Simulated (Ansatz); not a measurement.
# Lu in Ansatz: the effect of target pressure

Crystal: Lu.

```
Lu
1.0
     3.50310    0.00000    0.00000
    -1.75155    3.03377    0.00000
     0.00000    0.00000    5.55090
Lu
2
Direct
  0.66667 0.33333 0.75000
  0.33333 0.66667 0.25000
```

Alike in all runs:

```yaml
Program: Ansatz 0.2.0
Task: relaxation of cell and atoms
Functional: r2SCAN
Potentials_or_basis: Ansatz PAW
Cutoff: "500 eV (not typed: the program's choice for these potentials)"
k_mesh: 9 × 9 × 5
Occupations: fermi-dirac, width 0.05 eV
Spin: no spin polarisation
```

Each run relaxes the cell or the atoms first.

```csv
target pressure,relaxed volume (Å³/atom)
0 GPa,29.09
2 GPa,27.93
5 GPa,26.50
10 GPa,24.66
20 GPa,?
30 GPa,20.11
```

**Question.** What does the run with target pressure 20 GPa give?

**Answer.** Relaxed volume 21.95 Å³/atom.

Worked out: In Murnaghan's law V^(-B') rises as a straight line in P. The other rows fit best with B' = 2.6, V0 = 29.06 Å³/atom and B0 = 49 GPa, which gives 21.97 Å³/atom at 20 GPa, against the run's 21.95.

Caveats: the plane-wave basis is chosen anew once the cell has moved, so the energies of steps on either side of that aren't comparable; the PAW data sets come from PBE, with cores solved anew for the run's functional, which leaves a small shift of forces and pressure; the volume moved by over 15 % at a fixed basis, so the end points are rough (some runs).

Runs at the PBE level aren't shown here.
